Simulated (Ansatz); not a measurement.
# Al₁₆P₁₆H: course of a relaxation

The calculation used DFT PBE, scalar-relativistic, plane waves, PAW in Ansatz 0.2.0. Run with 420 eV cutoff, 2×2×2 k-mesh, shifted by half a step, Gaussian smearing of 0.01 eV, no spin polarisation.

What was changed: H interstitial, charge -1, atoms relaxed at the host's cell.

In a supercell of 33 atoms the defect feels its periodic images.

Spin polarisation was left out.

Command:

```bash
ansatz run input.yaml --threads 4 --pin off --max-ram 6144MiB --backend cpu --events-out ev --progress --plain --runs-dir out
```

Input:

```yaml
crystal:
  lattice:
    - [-5.5073398905, -5.5073398905, 5.5073398905]
    - [5.5073398905, 5.5073398905, 5.5073398905]
    - [-5.5073398905, 5.5073398905, -5.5073398905]
  atoms:
    - { symbol: Al, position: [0.7499043682, 0.5, 0.7499043682] }
    - { symbol: Al, position: [0.0, 0.5, 0.5009902876] }
    - { symbol: Al, position: [0.75, 0.75, 0.5] }
    - { symbol: Al, position: [0.2500956318, 0.5, 0.2500956318] }
    - { symbol: Al, position: [0.0, 0.7500956318, 0.2500956318] }
    - { symbol: Al, position: [0.75, 0.0, 0.25] }
    - { symbol: Al, position: [0.5009902876, 0.5, 0.0] }
    - { symbol: Al, position: [0.2500956318, 0.7500956318, 0.0] }
    - { symbol: Al, position: [0.0, 0.0009902876, 0.0] }
    - { symbol: Al, position: [0.7499043682, 0.2499043682, 0.0] }
    - { symbol: Al, position: [0.5, 0.75, 0.75] }
    - { symbol: Al, position: [0.25, 0.0, 0.75] }
    - { symbol: Al, position: [0.0, 0.2499043682, 0.7499043682] }
    - { symbol: Al, position: [0.4990097124, -0.0009902876, 0.4990097124] }
    - { symbol: Al, position: [0.25, 0.25, 0.5] }
    - { symbol: Al, position: [0.5, 0.25, 0.25] }
    - { symbol: P, position: [0.0, 0.7502447374, 0.0] }
    - { symbol: P, position: [0.2502365725, 0.7502365725, 0.7502177932] }
    - { symbol: P, position: [0.0, -1.87793e-05, 0.7497634275] }
    - { symbol: P, position: [0.5000187793, 0.7497822068, 0.5000187793] }
    - { symbol: P, position: [0.2497822068, 1.87793e-05, 0.5000187793] }
    - { symbol: P, position: [0.0, 0.2497634275, 0.4999812207] }
    - { symbol: P, position: [0.7502177932, 0.7502365725, 0.2502365725] }
    - { symbol: P, position: [0.5000187793, 1.87793e-05, 0.2497822068] }
    - { symbol: P, position: [0.2502365725, 0.2502177932, 0.2502365725] }
    - { symbol: P, position: [0.0, 0.5, 0.2502447374] }
    - { symbol: P, position: [0.7497634275, -1.87793e-05, 0.0] }
    - { symbol: P, position: [0.4999812207, 0.2497634275, 0.0] }
    - { symbol: P, position: [0.2502447374, 0.5, 0.0] }
    - { symbol: P, position: [0.7497552626, 0.2497552626, 0.7497552626] }
    - { symbol: P, position: [0.4999812207, 0.5, 0.7497634275] }
    - { symbol: P, position: [0.7497634275, 0.5, 0.4999812207] }
    - { symbol: H, position: [0.0, 0.5, 0.0] }
  host:
    lattice:
      - [0.0, 2.7536699453, 2.7536699453]
      - [2.7536699453, 0.0, 2.7536699453]
      - [2.7536699453, 2.7536699453, 0.0]
    atoms:
      - { symbol: Al, position: [0.0, 0.0, 0.0] }
      - { symbol: P, position: [0.75, 0.75, 0.75] }
total_charge: -1
basis:
  ecutwfc: 420
  xc_grid: 2
kpoints:
  mp_grid: { grid: [2, 2, 2], shift: [0.5, 0.5, 0.5] }
hamiltonian:
  xc: pbe
scf:
  occupations: { method: gaussian, width: 0.01 }
output:
  forces: true
  stress: false
  eigenvalues: true
  charged_corrections:
    defect_position: [0.0, 0.5, 0.0]
    epsilon: [[10.3826, 0.0, 0.0], [0.0, 10.3826, 0.0], [0.0, 0.0, 10.3826]]
relax:
  adjacent_minimum: "off"
  f_tol: 0.025
  max_steps: 45
```

F is the free energy.

Steps:

| step | F − F(1) (eV) | largest force component (eV/Å) |
| --- | --- | --- |
| 1 | 0.0000 | 0.283 |
| 2 | -0.0381 | 0.115 |
| 3 | -0.0484 | 0.005 |
| 4 | -0.0484 | 0.005 |

Relaxed structure:

```cif
data_structure
_symmetry_space_group_name_H-M 'P 1'
_symmetry_Int_Tables_number 1
_cell_length_a 9.5390
_cell_length_b 9.5390
_cell_length_c 9.5390
_cell_angle_alpha 109.471
_cell_angle_beta 109.471
_cell_angle_gamma 109.471
_cell_volume 668.17
loop_
_atom_site_label
_atom_site_type_symbol
_atom_site_fract_x
_atom_site_fract_y
_atom_site_fract_z
_atom_site_occupancy
Al1 Al 0.75475 0.50000 0.75475 1
Al2 Al 0.00000 0.50000 0.50365 1
Al3 Al 0.75000 0.75000 0.50000 1
Al4 Al 0.24525 0.50000 0.24525 1
Al5 Al 0.00000 0.74525 0.24525 1
Al6 Al 0.75000 0.00000 0.25000 1
Al7 Al 0.50365 0.50000 0.00000 1
Al8 Al 0.24525 0.74525 0.00000 1
Al9 Al 0.00000 0.00365 0.00000 1
Al10 Al 0.75475 0.25475 0.00000 1
Al11 Al 0.50000 0.75000 0.75000 1
Al12 Al 0.25000 0.00000 0.75000 1
Al13 Al 0.00000 0.25475 0.75475 1
Al14 Al 0.49635 0.99635 0.49635 1
Al15 Al 0.25000 0.25000 0.50000 1
Al16 Al 0.50000 0.25000 0.25000 1
P1 P 0.00000 0.75451 0.00000 1
P2 P 0.25059 0.75059 0.75262 1
P3 P 0.00000 0.00203 0.74941 1
P4 P 0.49797 0.74738 0.49797 1
P5 P 0.24738 0.99797 0.49797 1
P6 P 0.00000 0.24941 0.50203 1
P7 P 0.75262 0.75059 0.25059 1
P8 P 0.49797 0.99797 0.24738 1
P9 P 0.25059 0.25262 0.25059 1
P10 P 0.00000 0.50000 0.25451 1
P11 P 0.74941 0.00203 0.00000 1
P12 P 0.50203 0.24941 0.00000 1
P13 P 0.25451 0.50000 0.00000 1
P14 P 0.74549 0.24549 0.74549 1
P15 P 0.50203 0.50000 0.74941 1
P16 P 0.74941 0.50000 0.50203 1
H1 H 0.00000 0.50000 0.00000 1
```

The run converged. The run took about 90 core-seconds.